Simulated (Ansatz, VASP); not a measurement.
**MgO in VASP and in Ansatz**

```
Mg O
1.0
     3.48408    0.00000    0.00000
    -1.74204    3.01730    0.00000
     0.00000    0.00000    4.18532
Mg O
2 2
Cartesian
  1.7420 1.0058 3.1390
  0.0000 2.0115 1.0463
  1.7420 1.0058 1.0463
  0.0000 2.0115 3.1390
```

Measurements of this composition are mostly on another form, of space group No. 225.

Alike in both runs: task single point; functional PBE; k mesh 12 × 12 × 6; occupations fermi-dirac, width 0.02 eV; no spin polarisation.

|  | VASP | Ansatz |
| --- | --- | --- |
| version | VASP 6.6.1 | Ansatz 0.2.0 |
| potentials or method | VASP PAW PBE potentials, release 64 (Mg, O) | plane waves, PAW |
| plane-wave cutoff (eV) | 520 | 420 |
| valence electrons in the cell | 16 | 32 |

```csv
,VASP,Ansatz,Ansatz less VASP
gap on the k mesh at the Fermi level (eV),3.43,3.45,+0.016
pressure (GPa),4.0,4.5,+0.49
largest component of the traceless stress (GPa),0.32,0.42,+0.103
```

The two sets of potentials don't hold the same shells in valence.

A k mesh can miss the band edges. A hybrid or GW would open this gap; PBE tends to underestimate it.
